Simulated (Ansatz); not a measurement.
## Run record: CuO

CuO is taken in the coordinates of a database entry, unrelaxed (space group Cc), 4 atoms in the cell. Forces or pressure are large there, so the entry is far from the computed equilibrium and may be faulty or of a sample under other conditions. Source: COD entry 9016326; the sample's temperature and pressure aren't taken into account, and it need not be the stable phase.

These are results of Ansatz, DFT, r2SCAN, PAW, plane waves, scalar-relativistic, not measurements.

Input:

```yaml
crystal:
  lattice:
    - [2.34635, -1.71415, 0.0]
    - [2.34635, 1.71415, 0.0]
    - [-0.85192, 0.0, 5.06587]
  atoms:
    - { symbol: Cu, position: [0.0033, 0.4967, 0.0], spin: 1.0 }
    - { symbol: Cu, position: [0.4967, 0.0033, 0.5], spin: -1.0 }
    - { symbol: O, position: [0.5719, 0.4073, 0.2602] }
    - { symbol: O, position: [0.4073, 0.5719, 0.7602] }
magnetization:
  spin_polarized: true
hamiltonian:
  xc: r2scan
  pseudopotentials: { kind: paw }
basis:
  ecutwfc: 500
kpoints:
  mp_grid: { grid: [7, 7, 4] }
scf:
  occupations: { method: fermi_dirac, width: 0.05 }
output:
  forces: true
  stress: true
  write_density: true
  write_potential: true
  elf: true
  volumetric_format: npy
```

Command:
```sh
ansatz run input.yaml --threads 2 --pin off --max-ram 5120MiB --backend cpu --events-out ev --progress --plain --runs-dir out
```

Program output, abridged:

```
Pseudopotentials: kind: paw
Pseudopotential: Cu, paw, valence charge 19, recommended cutoff 500 eV (meta_gga), Cu.paw.azcp
Pseudopotential: O, paw, valence charge 6, recommended cutoff 500 eV (meta_gga), O.paw.azcp
Functional definition: r2SCAN
Crystal: 4 atoms, lattice volume = 40.750 Å³
Basis set: ecut = 500 eV, 1035 PW (Γ), exchange–correlation on 96×96×160 points (64 copies of the dense FFT grid, shifted against one another)
Bands: 32, of which v1, the nominal top of the filled ones, is band 25 counted from 1 (24 counted from 0)
Symmetry: 1 space group operations
Space group: P1 (ITA 1), of the structure as read, at distance tolerance 3.4e-5 Å
Magnetic group: BNS 9.39 (UNI 46), of the structure as read, at distance tolerance 3.4e-5 Å
k-points: 99 of 196 (time reversal used)
Non-local potential: Cu, projectors of the file, l = 0: 3, l = 1: 2, l = 2: 3, l = 3: 1
Non-local potential: O, projectors of the file, l = 0: 2, l = 1: 2, l = 2: 1
PAW frozen core: Cu, regenerated for the run's functional (the file was generated under x = pbe(κ = 0.804, μ = 0.2195149727645171), c = pbe(β = 0.06672455060314922))
PAW frozen core: O, regenerated for the run's functional (the file was generated under x = pbe(κ = 0.804, μ = 0.2195149727645171), c = pbe(β = 0.06672455060314922))
Initial density: superposition of atomic densities (chi_scale 0.1, normalization cell, long waves kept (reshape's long-wave potential 0.00 eV rms))
Starting moments: Σ|m| = 2 μB on 2 of 4 sites
Starting magnetic order: altermagnet, d-wave, bulk spin-momentum locking; spin-degenerate plane through Γ normal to [1 -1 0] of the run's lattice
Initial wavefunctions: pseudopotential atomic-orbital guess
Functional: x = r2scan, c = r2scan; τ floored in thin density (d = 2e-4 eV/Å³)
iter 1 solved again at ethr=8.61e-4 eV; its pass at ethr=3.10e-3 eV (dr2=4.31e-1 eV) is discarded
SCF iter   1: F=—  HF=-14396.266653 eV  |F-HF|=—  |Δ(HF+E_count)|=         —  Δρ=7.37e-2 (↑7.37e-2 ↓7.37e-2)  dr2=4.32e-1  dr2_τ=3.49e-2  dr2_m=1.70e0  M=0.000 μB ∫|m|=0.838 μB  β_m=0.30  ethr=8.61e-4  ⟨swp⟩=1.7  Hψ=30460  notcnv=0
preconditioner: auto → Kerker (q_TF=auto, 2.823 Å⁻¹)  [metal: Δε(μ)=0.023 eV  Ē_g=14.218 eV  σ=0.050 eV  W_gap=0.11  n_scr=20 (ndim 8)  ℏωp=33.9 eV  f_vac=0.000  D(μ)=1.83/eV (n_scr^D=20)]
spin=Collinear: Kerker preconditioning applied to the charge; magnetization (m = ρ↑ − ρ↓) channel mixes plain (no charge-response kernel on spin).
SCF iter   2: F=—  HF=-14396.684622 eV  |F-HF|=—  |Δ(HF+E_count)|=   4.18e-1  Δρ=4.69e-2 (↑4.69e-2 ↓4.69e-2)  dr2=2.53e-1  dr2_τ=1.07e-2  dr2_m=6.21e-1  M=0.000 μB ∫|m|=0.991 μB  β_m=0.30  ethr=8.61e-4  ⟨swp⟩=2.0  Hψ=9500  notcnv=0  κ⁻¹=1.0e0(r=1)
spin-set hold released at iteration 2 (site moments show no strong build): the magnetisation degrees of freedom join the quasi-Newton model from the next iteration; the mixer history was kept
SCF iter   3: F=—  HF=-14396.923277 eV  |F-HF|=—  |Δ(HF+E_count)|=   2.39e-1  Δρ=3.24e-2 (↑3.24e-2 ↓3.24e-2)  dr2=1.94e-1  dr2_τ=5.76e-3  dr2_m=2.55e-1  M=0.000 μB ∫|m|=1.075 μB  β_m=0.30  ethr=5.05e-4  ⟨swp⟩=2.0  Hψ=8880  notcnv=0  defer=316  κ⁻¹=6.9e-2(r=2)
SCF iter   4: F=—  HF=-14397.246757 eV  |F-HF|=—  |Δ(HF+E_count)|=   3.23e-1  Δρ=1.31e-2 (↑1.31e-2 ↓1.31e-2)  dr2=9.05e-2  dr2_τ=1.14e-3  dr2_m=2.23e-2  M=0.000 μB ∫|m|=1.287 μB  β_m=0.30  ethr=3.88e-4  ⟨swp⟩=2.0  Hψ=9890  notcnv=0  defer=324  κ⁻¹=2.1e-3(r=3)
SCF iter   5: F=—  HF=-14397.290862 eV  |F-HF|=—  |Δ(HF+E_count)|=   4.41e-2  Δρ=8.50e-3 (↑8.50e-3 ↓8.50e-3)  dr2=3.26e-2  dr2_τ=4.80e-4  dr2_m=1.18e-2  M=0.000 μB ∫|m|=1.383 μB  β_m=0.30  ethr=1.81e-4  ⟨swp⟩=2.1  Hψ=9000  notcnv=0  defer=324  κ⁻¹=1.5e-3(r=4)
SCF iter   6: F=—  HF=-14397.303259 eV  |F-HF|=—  |Δ(HF+E_count)|=   1.24e-2  Δρ=3.03e-3 (↑3.03e-3 ↓3.03e-3)  dr2=3.21e-3  dr2_τ=6.87e-5  dr2_m=1.45e-3  M=-0.000 μB ∫|m|=1.503 μB  β_m=0.30  ethr=6.52e-5  ⟨swp⟩=2.0  Hψ=10536  notcnv=0  defer=324  κ⁻¹=1.6e-4(r=5)
SCF iter   7: F=—  HF=-14397.306694 eV  |F-HF|=—  |Δ(HF+E_count)|=   3.43e-3  Δρ=1.45e-3 (↑1.44e-3 ↓1.45e-3)  dr2=5.27e-4  dr2_τ=1.36e-5  dr2_m=4.43e-4  M=0.000 μB ∫|m|=1.484 μB  β_m=0.30  ethr=6.41e-6  ⟨swp⟩=2.0  Hψ=10363  notcnv=0  defer=324  κ⁻¹=7.0e-5(r=6)
SCF iter   8: F=—  HF=-14397.307266 eV  |F-HF|=—  |Δ(HF+E_count)|=   5.72e-4  Δρ=8.96e-4 (↑8.95e-4 ↓8.96e-4)  dr2=4.38e-4  dr2_τ=3.60e-6  dr2_m=4.34e-5  M=-0.000 μB ∫|m|=1.489 μB  β_m=0.30  ethr=1.05e-6  ⟨swp⟩=2.0  Hψ=8991  notcnv=0  defer=324  κ⁻¹=3.9e-5(r=7)
SCF iter   9: F=—  HF=-14397.307573 eV  |F-HF|=—  |Δ(HF+E_count)|=   3.07e-4  Δρ=5.23e-4 (↑5.23e-4 ↓5.23e-4)  dr2=1.41e-4  dr2_τ=9.66e-7  dr2_m=4.32e-5  M=0.000 μB ∫|m|=1.486 μB  β_m=0.30  ethr=8.77e-7  ⟨swp⟩=2.0  Hψ=8174  notcnv=0  defer=324  κ⁻¹=3.3e-6(r=8)
SCF iter  10: F=—  HF=-14397.307541 eV  |F-HF|=—  |Δ(HF+E_count)|=   3.13e-5  Δρ=2.32e-4 (↑2.32e-4 ↓2.32e-4)  dr2=7.29e-6  dr2_τ=1.83e-7  dr2_m=1.71e-5  M=-0.000 μB ∫|m|=1.482 μB  β_m=0.30  ethr=2.82e-7  ⟨swp⟩=2.0  Hψ=8852  notcnv=0  defer=324  κ⁻¹=2.0e-6(r=8)
SCF iter  11: F=—  HF=-14397.307559 eV  |F-HF|=—  |Δ(HF+E_count)|=   1.81e-5  Δρ=4.80e-5 (↑4.79e-5 ↓4.80e-5)  dr2=1.86e-6  dr2_τ=1.81e-8  dr2_m=8.56e-8  M=0.000 μB ∫|m|=1.485 μB  β_m=0.30  ethr=1.46e-8  ⟨swp⟩=2.0  Hψ=11212  notcnv=0  defer=324  κ⁻¹=3.9e-7(r=8)
SCF iter  12: F=—  HF=-14397.307561 eV  |F-HF|=—  |Δ(HF+E_count)|=   1.16e-6  Δρ=3.08e-5 (↑3.08e-5 ↓3.08e-5)  dr2=8.25e-7  dr2_τ=6.06e-9  dr2_m=3.91e-8  M=-0.000 μB ∫|m|=1.485 μB  β_m=0.30  ethr=3.71e-9  ⟨swp⟩=2.0  Hψ=8734  notcnv=0  defer=324  κ⁻¹=1.0e-6(r=8)
SCF iter  13: F=—  HF=-14397.307561 eV  |F-HF|=—  |Δ(HF+E_count)|=   1.53e-8  Δρ=1.01e-5 (↑1.01e-5 ↓9.85e-6)  dr2=3.75e-8  dr2_τ=1.01e-9  dr2_m=1.55e-8  M=0.000 μB ∫|m|=1.485 μB  β_m=0.30  ethr=2.00e-10  ⟨swp⟩=9.3  Hψ=41683  notcnv=0  κ⁻¹=5.3e-8(r=8)
SCF iter  14: F=-14397.307561 eV  HF=-14397.307561 eV  |F-HF|=1.13e-8  |Δ(HF+E_count)|=   5.77e-8  Δρ=5.17e-6 (↑4.93e-6 ↓5.17e-6)  dr2=1.61e-8  dr2_τ=2.72e-10  dr2_m=1.86e-9  M=-0.000 μB ∫|m|=1.485 μB  ethr=7.50e-11  ⟨swp⟩=6.0  Hψ=30612  notcnv=0
SCF 1 converged in 14 iterations: F = -14397.307561 eV  dr2 = 1.61e-8
  greatest PAW one-centre occupation: 1.000 electrons in one spin orbital (limit 2), on the Cu atom at site 1 (counted from 0), in its partial waves of l = 0
this state was not tested for a lower state beside it, because the mixer in use, unlike msr1, does not test its closes by its own steps (another_mixer; see scf.mixing.algorithm and scf.lower_state_search)
SCF converged after 14 iterations
Magnetization: -0.0000 μB (25.0000 up, 25.0000 down)
Absolute magnetization: 1.4718 μB (∫|ρ↑−ρ↓|, with the PAW one-centre terms)
Spin contamination: 0.7692 ħ² per cell (⟨S²⟩ above its minimum at these occupations)
Per-site moments (μB) at R_I (Å): [(0.5449, 0.7781), (-0.5449, 0.7781), (-0.0122, 0.7781), (0.0122, 0.7781)]
Free energy (F): -14397.307561 eV
Harris-Foulkes:  -14397.307561 eV  (|F-HF|=1.13e-8)
Internal energy: -14397.307023 eV  (E = F + TS)
E sigma→0 (E₀):  -14397.307292 eV
Entropy (-TS):   -0.000538 eV (-0.134 meV/atom)
Fermi energy:    11.974121 eV
--- Per-component energies (eV) ---
  E_band       = -931.327411
  E_kinetic    = 943.471301
  E_local      = -9694.769327  (includes V_loc(G=0)·N_el)
  E_nonlocal   = 883.808898
  E_hartree    = 4201.826637
  E_xc         = -311.828498
  E_vxc        = -455.546182  (∫ρ·V_xc dr)
  E_paw        = -3669.677718  (= ΣΔE_a)
  E_vpaw       = -1042.225242  (= ΣTr[D̂ρ^β])
  E_aug_tail   = 0.002350  (compensation charges beyond the density's cutoff)
  E_vtau       = 30.284039  (kinetic-family band-sum trace: ∫τ·v_τ [+ j·A + Jᵃ·Aᵃ] dr)
  E_ewald      = -6749.474568
  E_core_change = -0.666098  (= ΣΔE_core)
  E_smearing   = -0.000538  (= −TS)
  E_closure    = -0.000000  (closes the sum)
  Σ components = -14397.307561   (vs F -14397.307561, Δ=0.00e0)
--- Forces (eV/Å), atoms counted from 1 ---
  atom   1  Cu    -0.70328776     0.22636499     0.68546702
  atom   2  Cu    -0.70328702    -0.22636455     0.68546656
  atom   3  O      0.70327546     0.28479507    -0.68551510
  atom   4  O      0.70327750    -0.28479549    -0.68552795
  max |Σ_I F_I| component: 1.09e-4 eV/Å
--- Stress (GPa, compression-positive) ---
       -1.636383      -0.000012      -1.419339
       -0.000012       0.203984      -0.000011
       -1.419320      -0.000010      -0.704049
  P = ⅓ Tr σ = -0.7121 GPa (-7.121 kbar)
--- Band table (eV; the first three rows and the last of 198) ---
  k-point 0 ↑: bands = ["-105.3751", "-104.3474", "-61.5214", "-61.5081", "-60.4963", "-60.2015", "-60.1905", "-60.1759", "-8.9464", "-7.6503", "3.6250", "5.7462", "6.7878", "8.0484", "8.2937", "8.4858", "8.6277", "8.9378", "8.9681", "9.2378", "9.2985", "9.4255", "9.5369", "9.8516", "11.8101", "13.3596", "13.9478", "18.5018", "20.6564", "25.9146", "28.1801", "28.9342"]
  k-point 1 ↑: bands = ["-105.3752", "-104.3474", "-61.5214", "-61.5081", "-60.4963", "-60.2015", "-60.1905", "-60.1759", "-8.7830", "-7.8725", "4.1961", "5.8113", "6.8801", "7.3747", "7.9962", "8.0460", "8.6240", "8.8349", "9.0141", "9.1835", "9.3185", "9.5963", "9.8375", "9.9887", "11.6695", "13.2167", "14.7682", "17.6489", "21.9059", "25.8918", "27.2838", "27.5790"]
  k-point 2 ↑: bands = ["-105.3752", "-104.3474", "-61.5214", "-61.5081", "-60.4963", "-60.2015", "-60.1905", "-60.1760", "-8.3710", "-8.3416", "5.5332", "5.6664", "6.0226", "7.1594", "7.5876", "7.7138", "8.6431", "8.8913", "9.0663", "9.1856", "9.2517", "9.4734", "10.2058", "10.3208", "11.4487", "13.0463", "16.1623", "16.3517", "24.2139", "24.2165", "26.8434", "26.8472"]
  k-point 98 ↓: bands = ["-105.3745", "-104.3466", "-61.5241", "-61.5079", "-60.5048", "-60.2128", "-60.1924", "-60.1757", "-8.0120", "-7.5156", "4.7693", "5.3658", "5.8055", "6.0058", "6.9649", "7.6146", "8.8660", "9.0176", "9.2546", "9.3192", "9.3856", "9.6137", "9.9215", "9.9874", "11.3507", "12.8477", "17.6061", "19.0240", "20.5761", "22.2716", "24.0746", "25.8304"]
```

Among 10 converged runs of this cell from various starts and settings, this end is the lowest found.

The log names the space group P1, not the crystal's Cc, as the starting moments make like atoms unequal.

A semilocal functional without U tends to delocalise d and f electrons, and can give a metal where the real compound is an insulator. Gaps of semilocal functionals run low against measured ones. The mesh is too coarse to rank close states of a metal with certainty: differences of some tens of meV/atom may change, at times in sign.

The run took 23 s on 2 threads of Intel(R) Xeon(R) 6975P-C (Granite Rapids), with other jobs on the host, peak memory 0.63 GiB.
